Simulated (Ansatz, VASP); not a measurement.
Two plane-wave programs on Si

INCAR

```
SYSTEM = Si
PREC = Accurate
ENCUT = 520
EDIFF = 1E-7
ISMEAR = 0
SIGMA = 0.05
LREAL = .FALSE.
LASPH = .TRUE.
NELM = 100
ALGO = Normal
ISIF = 2
LWAVE = .FALSE.
LCHARG = .FALSE.
NBANDS = 11
```

Contents of KPOINTS:

```
Automatic mesh
0
G
  12 12 12
  0 0 0
```

Contents of POSCAR:

```
Si
1.0
    0.0000000000      3.0924147873      2.5117430150
    2.4982390203      0.0000000000      2.5117430150
    2.4982390203      3.0924147873      0.0000000000
Si
2
Direct
    0.5000000000      0.5000000000      0.5000000000
    0.7500000000      0.7500000000      0.7500000000
```

Input for Ansatz:

```yaml
crystal:
  lattice:
    - [0.0, 3.0924147873, 2.511743015]
    - [2.4982390203, 0.0, 2.511743015]
    - [2.4982390203, 3.0924147873, 0.0]
  atoms:
    - { symbol: Si, position: [0.5, 0.5, 0.5] }
    - { symbol: Si, position: [0.75, 0.75, 0.75] }
basis:
  ecutwfc: 420
kpoints:
  mp_grid: { grid: [12, 12, 12] }
hamiltonian:
  xc: lda
  pseudopotentials: { kind: paw, azcp: { folder: soft_1 } }
scf:
  occupations: { method: gaussian, width: 0.05 }
output:
  forces: true
  stress: true
  eigenvalues: true
```

Change from the starting cell: strain +e along x and -e along y -0.1100, strain +e along z and -e/2 along x and y -0.0700.

Alike in both runs: task single point; functional LDA; k mesh 12 × 12 × 12; occupations gaussian, width 0.05 eV; no spin polarisation.

```csv
,VASP,Ansatz
version,VASP 6.6.1,Ansatz 0.2.0
potentials or method,"VASP PAW LDA potentials, release 64 (Si)","scalar-relativistic, plane waves, PAW"
plane-wave cutoff (eV),520,420
valence electrons in the cell,8,8
```

Ansatz gave:

* gap on the k mesh at the Fermi level (eV): none
* pressure (GPa): -0.1
* largest component of the traceless stress (GPa): 16.74

Question: What did VASP give for the same quantities?

Answer: gap on the k mesh at the Fermi level (eV): none; pressure (GPa): 0.0; largest component of the traceless stress (GPa): 16.75.

A gap of «none» marks a metal or a gap that the smearing closes. Ansatz warned: «pseudo_functional_mismatch».
